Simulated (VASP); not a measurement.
# Fe, exchange constants from collinear orders: which settings are enough?

Fe, Im-3m (no. 229), 8 atoms in the cell. PBE, collinear orders mapped on a Heisenberg model; PAW potentials Fe (PBE set). VASP 6.6.1.

Wanted: order energies within 2 meV per magnetic atom.

Supercell matrix: 2, 0, 0, 0, 2, 0, 0, 0, 2.

POSCAR:
```
Fe
1.0
   -2.8860000000      2.8860000000      2.8860000000
    2.8860000000     -2.8860000000      2.8860000000
    2.8860000000      2.8860000000     -2.8860000000
Fe
8
Direct
    0.0000000000      0.0000000000      0.0000000000
    0.0000000000      0.0000000000      0.5000000000
    0.0000000000      0.5000000000      0.0000000000
    0.0000000000      0.5000000000      0.5000000000
    0.5000000000      0.0000000000      0.0000000000
    0.5000000000      0.0000000000      0.5000000000
    0.5000000000      0.5000000000      0.0000000000
    0.5000000000      0.5000000000      0.5000000000
```

The series start from Electronic algorithm: Normal; Density mixing: linear for magnets; Projectors in real space: false; Precision mode: Accurate; SCF threshold (eV): 1e-5; Cutoff (eV): 400; k-point spacing (1/Å): 0.3. Each series keeps the choices made before it, and each single choice may use up half of a tolerance. Times cover all steps of a run.

## Electronic algorithm

| Electronic algorithm | Order energies, largest deviation (meV per magnetic atom) | Time (s) |
|---|---|---|
| Normal | 0.0 | 80 |
| Fast | 0.0 | 81 |

## Density mixing

| Density mixing | Order energies, largest deviation (meV per magnetic atom) | Time (s) |
|---|---|---|
| linear for magnets | 0.0 | 80 |
| default | 0.0 | 63 |
| AMIX 0.2, AMIX_MAG 0.8 | 0.0 | 66 |

## Projectors in real space

| Projectors in real space | Order energies, largest deviation (meV per magnetic atom) | Time (s) |
|---|---|---|
| false | 0.0 | 80 |
| Auto | 0.0 | 158 |

## Precision mode

| Precision mode | Order energies, largest deviation (meV per magnetic atom) | Time (s) |
|---|---|---|
| Accurate | 0.0 | 80 |
| Normal | 0.0 | 40 |

## SCF threshold (eV)

| SCF threshold (eV) | Order energies, largest deviation (meV per magnetic atom) | Time (s) |
|---|---|---|
| 0.0001 | 0.0 | 36 |
| 1e-5 | 0.0 | 40 |
| 1e-6 (reference) | 0.0 | 45 |

## Cutoff (eV)

| Cutoff (eV) | Order energies, largest deviation (meV per magnetic atom) | Time (s) |
|---|---|---|
| 300 | 0.3 | 29 |
| 350 | 0.2 | 32 |
| 400 | 0.1 | 36 |
| 450 | 0.0 | 46 |
| 520 | 0.0 | 50 |
| 600 (reference) | 0.0 | 64 |

## k-point spacing (1/Å)

| k-point spacing (1/Å) | Order energies, largest deviation (meV per magnetic atom) | Time (s) |
|---|---|---|
| 0.4 | 16.4 | 19 |
| 0.3 | 5.8 | 29 |
| 0.24 | 1.4 | 40 |
| 0.19 | 0.7 | 65 |
| 0.15 (reference) | 0.0 | 106 |

## Question

The rows run from the loosest to the tightest (no order: electronic algorithm, density mixing, projectors in real space, precision mode). For each series: choose the loosest value from which every tighter one stays within half of the tolerance; where there is no order, keep the first row unless others stay within half of the tolerance and take at least 30 % less time, and then take the fastest.

## Answer

- Electronic algorithm: Normal
- Density mixing: linear for magnets
- Projectors in real space: false
- Precision mode: Normal
- SCF threshold (eV): 0.0001
- Cutoff (eV): 300
- k-point spacing (1/Å): 0.19

## All choices together

| Input | Order energies, largest deviation (meV per magnetic atom) | Time (s) |
|---|---|---|
| default cutoff, precision and smearing on a coarse mesh (naive) | 8.4 | 13 |
| chosen settings | 0.8 | 65 |
| reference settings throughout | 0.0 | 378 |

The tolerance is met.

Values of the reference run: Order energies: 0, 223.3, 466.8, 290.4 meV per magnetic atom, against the parallel order.

## The input

INCAR.step1:
```
SYSTEM = Fe
  PREC = Normal
  ENCUT = 300
  EDIFF = 1E-4
  NELM = 200
  ALGO = Normal
  ISMEAR = 1
  SIGMA = 0.1
  LREAL = .FALSE.
  LASPH = .TRUE.
  LMAXMIX = 4
  LORBIT = 11
  LWAVE = .FALSE.
  LCHARG = .FALSE.
  GGA = PE
  ISPIN = 2
  AMIX = 0.2
  BMIX = 1E-4
  AMIX_MAG = 0.8
  BMIX_MAG = 1E-4
  MAGMOM = 3.5 3.5 3.5 3.5 3.5 3.5 3.5 3.5
```

INCAR.step2, as INCAR.step1 but for:
```
- MAGMOM = 3.5 3.5 3.5 3.5 3.5 3.5 3.5 3.5
+ MAGMOM = 3.5 3.5 3.5 3.5 -3.5 -3.5 -3.5 -3.5
```

INCAR.step3 to INCAR.step4 change the same tag again: MAGMOM = 3.5 -3.5 -3.5 3.5 -3.5 3.5 3.5 -3.5, 3.5 3.5 3.5 -3.5 3.5 -3.5 -3.5 -3.5.

KPOINTS:
```
Automatic mesh
0
Gamma
  9 9 9
  0 0 0
```

Commands (each step's output is kept before the next begins):
```
cat potpaw_PBE.64/Fe/POTCAR > POTCAR
cp INCAR.step1 INCAR
mpirun -np 8 vasp_std > vasp.out
rm WAVECAR CHG
cp INCAR.step2 INCAR
mpirun -np 8 vasp_std > vasp.out
rm WAVECAR CHG
cp INCAR.step3 INCAR
mpirun -np 8 vasp_std > vasp.out
rm WAVECAR CHG
cp INCAR.step4 INCAR
mpirun -np 8 vasp_std > vasp.out
```

Limits: Mean-field temperatures are upper estimates.

The chosen input took VASP 6.6.1 65 s on 8 cores (Intel Xeon 6975P-C (Granite Rapids)), a shared host.

## An input that fails: too few electronic steps

The electronic loop stops at its limit of 8 steps.

Changes against the starting input:
```
- NELM = 200
+ NELM = 8
```
